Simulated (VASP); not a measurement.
From an Ansatz input to VASP: BeS (zincblende)

Ansatz input

```yaml
crystal:
  lattice:
    - [0.0, 2.4380109254, 2.4380109254]
    - [2.4380109254, 0.0, 2.4380109254]
    - [2.4380109254, 2.4380109254, 0.0]
  atoms:
    - { symbol: Be, position: [0.0, 0.0, 0.0] }
    - { symbol: S, position: [0.25, 0.25, 0.25] }
kpoints:
  mp_grid: { grid: [8, 8, 8] }
hamiltonian:
  xc: pbesol
scf:
  occupations: { method: fermi_dirac, width: 0.02 }
relax:
  f_tol: 0.005
  cell: {}
```

Problem. Which VASP files do the same job?

Solution. 

INCAR

```
LWAVE = .FALSE.
NSW = 40
PREC = Accurate
GGA = PS
LREAL = .FALSE.
NELM = 120
ENCUT = 600
ISMEAR = -1
LCHARG = .FALSE.
LASPH = .TRUE.
NBANDS = 11
EDIFF = 1E-7
SIGMA = 0.02
EDIFFG = -5E-3
IBRION = 2
ISIF = 3
```

KPOINTS

```
KPOINTS created by Atomic Simulation Environment
0
Gamma
8 8 8
0 0 0
```

POSCAR

```
Be S
 1.0000000000000000
     0.0000000000000000    2.4380109254056528    2.4380109254056528
     2.4380109254056528    0.0000000000000000    2.4380109254056528
     2.4380109254056528    2.4380109254056528    0.0000000000000000
 Be  S
   1   1
Cartesian
  0.0000000000000000  0.0000000000000000  0.0000000000000000
  1.2190054627028266  1.2190054627028266  1.2190054627028266
```

VASP ran with the recommended PBE PAW datasets (8 valence electrons in the cell). Other inputs would serve too.

```tsv
	Ansatz	VASP
relaxed cell vector lengths	3.421, 3.421, 3.421 Å	3.423, 3.423, 3.423 Å
relaxed cell volume	28.30 Å³	28.36 Å³
```

Datasets and cutoffs are each program's own. VASP's cell holds 8 valence electrons and Ansatz's 8.
